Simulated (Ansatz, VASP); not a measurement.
# BN: VASP beside Ansatz

File INCAR:

```
ALGO     = Normal         # electronic algorithm
EDIFF    = 1E-6           # SCF threshold, eV
ENCUT    = 520            # plane-wave cutoff, eV
GGA      = PS             # functional
ISIF     = 2              # what is computed and relaxed
ISMEAR   = -1             # smearing method
LASPH    = True           # aspherical terms in the spheres
LCHARG   = True           # write CHGCAR
LELF     = True           # ELF
LREAL    = False          # projectors in reciprocal space
LVHAR    = True         
LWAVE    = False          # write WAVECAR
NBANDS   = 11             # bands
NELM     = 60             # most SCF steps
PREC     = Accurate       # precision mode
SIGMA    = 0.1            # smearing width, eV
```

Contents of KPOINTS:

```
k-points
0
Gamma
  15 15 15
```

Contents of POSCAR:

```
BN
1.0
    0.0000000000      1.5607731734      1.5607731734
    1.5607731734      0.0000000000      1.5607731734
    1.5607731734      1.5607731734      0.0000000000
B N
1 1
Direct
    0.0000000000      0.0000000000      0.0000000000
    0.5000000000      0.5000000000      0.5000000000
```

Input for Ansatz:

```yaml
crystal:
  lattice:
    - [0.0, 1.5607731734, 1.5607731734]
    - [1.5607731734, 0.0, 1.5607731734]
    - [1.5607731734, 1.5607731734, 0.0]
  atoms:
    - { symbol: B, position: [0.0, 0.0, 0.0] }
    - { symbol: "N", position: [0.5, 0.5, 0.5] }
kpoints:
  mp_grid: { grid: [15, 15, 15] }
scf:
  occupations: { method: fermi_dirac, width: 0.1 }
hamiltonian:
  xc: pbesol
  pseudopotentials: { kind: paw }
output:
  forces: true
  stress: true
  eigenvalues: true
  populations: true
  write_density: true
  write_potential: true
  elf: true
  volumetric_format: npy
```

Change from the starting cell: volume scaled by 0.72, PAW files.

Alike in both runs: task single point; functional PBEsol; k mesh 15 × 15 × 15; occupations fermi-dirac, width 0.1 eV; no spin polarisation.

|  | VASP | Ansatz |
| --- | --- | --- |
| version | VASP 6.6.1 | Ansatz 0.2.0 |
| potentials or method | VASP PAW PBE potentials, release 64 (B, N) | PAW with Ansatz's default frozen-core files, scalar-relativistic |
| plane-wave cutoff (eV) | 520 | 420 |
| valence electrons in the cell | 8 | 8 |

```tsv
	VASP	Ansatz	Ansatz less VASP
gap on the k mesh at the Fermi level (eV)	4.23	4.24	+0.009
pressure (GPa)	244.9	242.5	-2.43
```

Caveats: the cell as given lies far from equilibrium; so large a pressure means that the cell lies far from this level's equilibrium, or that cutoff or potentials fall short (VASP); the potentials were made for another functional, which shifts forces and pressure (VASP); an odd mesh through Γ misses points on the zone boundary, where band edges often lie.
